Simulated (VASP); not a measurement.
## A VASP 6.6.1 single-point calculation on Si

INCAR

```
ISMEAR = 0
LCHARG = .FALSE.
ENCUT = 520
LASPH = .TRUE.
NSW = 0
NELM = 120
METAGGA = R2SCAN
SIGMA = 0.01
IBRION = -1
PREC = Accurate
LREAL = .FALSE.
ALGO = Normal
ISIF = 2
LWAVE = .FALSE.
EDIFF = 1E-7
NELMDL = 0
NBANDS = 11
```

KPOINTS

```
KPOINTS created by Atomic Simulation Environment
0
Gamma
8 8 8
0 0 0
```

POSCAR

```
Si
 1.0000000000000000
     0.0000000000000000    2.7357294901999998    2.7357294901999998
     2.7357294901999998    0.0000000000000000    2.7357294901999998
     2.7357294901999998    2.7357294901999998    0.0000000000000000
 Si
   2
Cartesian
  0.0000000000000000  0.0000000000000000  0.0000000000000000
  1.3678647451000001  1.3678647451000001  1.3678647451000001
```

The recommended PBE PAW datasets give the neutral cell 8 valence electrons.

Command

```
mpirun -np 1 vasp_std
```

Predict the outcome of this run.

It converged. Results: gap between bands v and c on the k mesh 0.85 eV; least direct gap on the k mesh 2.75 eV; pressure -1.6 GPa. Band v is the last that the valence electrons fill when counted band by band, and c is the next.

OSZICAR

```
N       E                     dE             d eps       ncg     rms          rms(c)
DAV:   1    -0.156841983121E+01   -0.15684E+01   -0.32282E+03   638   0.575E+02
DAV:   2    -0.181714752668E+02   -0.16603E+02   -0.15783E+02   829   0.851E+01
DAV:   3    -0.187082084709E+02   -0.53673E+00   -0.53547E+00   803   0.128E+01
DAV:   4    -0.187119188359E+02   -0.37104E-02   -0.37100E-02   744   0.137E+00
DAV:   5    -0.187119513862E+02   -0.32550E-04   -0.32550E-04   817   0.122E-01    0.588E+00
DAV:   6    -0.175449391904E+02    0.11670E+01   -0.12860E-01   704   0.210E+00    0.403E+00
DAV:   7    -0.175442765285E+02    0.66266E-03   -0.14041E-01   686   0.182E+00    0.298E-01
DAV:   8    -0.175434356297E+02    0.84090E-03   -0.56068E-03   704   0.413E-01    0.397E-01
DAV:   9    -0.175435517373E+02   -0.11611E-03   -0.33405E-04   746   0.143E-01    0.490E-02
DAV:  10    -0.175435677965E+02   -0.16059E-04   -0.79554E-06   713   0.213E-02    0.149E-02
DAV:  11    -0.175435707425E+02   -0.29460E-05   -0.14561E-06   772   0.796E-03    0.325E-03
DAV:  12    -0.175435708140E+02   -0.71535E-07   -0.75716E-08   497   0.171E-03
   1 F= -.17543571E+02 E0= -.17543571E+02  d E =-.201705E-12
```

For comparison, a separate r²SCAN run of the intended cell, on usual settings and not on those above, gives a gap of 0.85 eV on its mesh and a pressure of -1.6 GPa.
